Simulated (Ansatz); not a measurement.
**Phonons of GaN**

Method: PBEsol, scalar-relativistic; no spin polarisation; PAW, 420 eV, Gaussian smearing of 0.05 eV; code Ansatz. The datasets are Ansatz's generated set soft_2.

```
Ga N
1.0
     3.18263    0.00000    0.00000
    -1.59131    2.75624    0.00000
     0.00000    0.00000    5.18538
Ga N
2 2
Cartesian
  0.0000 1.8375 -0.0042
  1.5913 0.9187 2.5885
  0.0000 1.8375 1.9487
  1.5913 0.9187 4.5414
```

The chain of runs began from a cell as deposited in COD, expanded in volume. Of that entry: the entry's cell lengths or inner coordinates differ somewhat from later room-temperature determinations.

Force constants come from finite displacements in a 2×2×2 supercell (the unit cell's 8×8×6 k-mesh, folded to it); the long-range dipole term is included. Points in reciprocal vectors of this cell: Γ = (0.000, 0.000, 0.000), M = (0.500, 0.000, 0.000), K = (0.333, 0.333, 0.000), A = (0.000, 0.000, 0.500), L = (0.500, 0.000, 0.500), H = (0.333, 0.333, 0.500).

Q: Is the structure dynamically stable along this path, and where does the spectrum end?

A: Yes: no branch is imaginary beyond numerical noise. The highest frequency is 716 cm⁻¹, at Γ. Points that don't fit the supercell are interpolated. At Γ the polar modes depend on the direction of approach; the table gives the limit along the path's first leg.

Frequencies at the named points (cm⁻¹, imaginary ones negative):
| point | ω (cm⁻¹) |
| --- | --- |
| Γ | 0 0 0 136 136 327 522 545 553 553 678 716 |
| M | 134 179 189 229 300 310 564 575 596 627 660 679 |
| K | 199 199 221 260 277 277 597 597 614 630 630 652 |
| A | 104 104 104 104 231 231 548 548 548 548 696 696 |
| L | 164 164 169 169 333 333 581 581 592 592 672 672 |
| H | 143 143 253 253 312 312 585 585 628 628 637 637 |

Q: What does the harmonic approximation give for the vibrational free energy, entropy and heat capacity?

A: Zero-point energy 76.0 meV/atom.
```
T (K)  F_vib (meV/atom)  S (J/K per mole of atoms)  C_V (J/K per mole of atoms)
  100              74.9                        3.5                          6.6
  200              67.7                       10.3                         13.4
  300              53.7                       16.7                         17.8
  400              33.5                       22.2                         20.3
  500               8.0                       26.9                         21.8
  600             -22.0                       30.9                         22.6
  700             -56.0                       34.5                         23.2
  800             -93.4                       37.6                         23.6
  900            -133.8                       40.4                         23.9
 1000            -177.0                       42.9                         24.1
```

The highest mode, 716 cm⁻¹, is worth 1030 K. At 300 K the heat capacity has reached 71 % of the classical limit 3R = 24.9 J/K per mole of atoms, since the stiffer modes are still partly frozen out.

Run time: 4.8 min on 4 threads of Intel(R) Xeon(R) Processor @ 2.50GHz (Skylake/Cascade Lake), with other jobs on the host, peak memory 2.1 GiB.

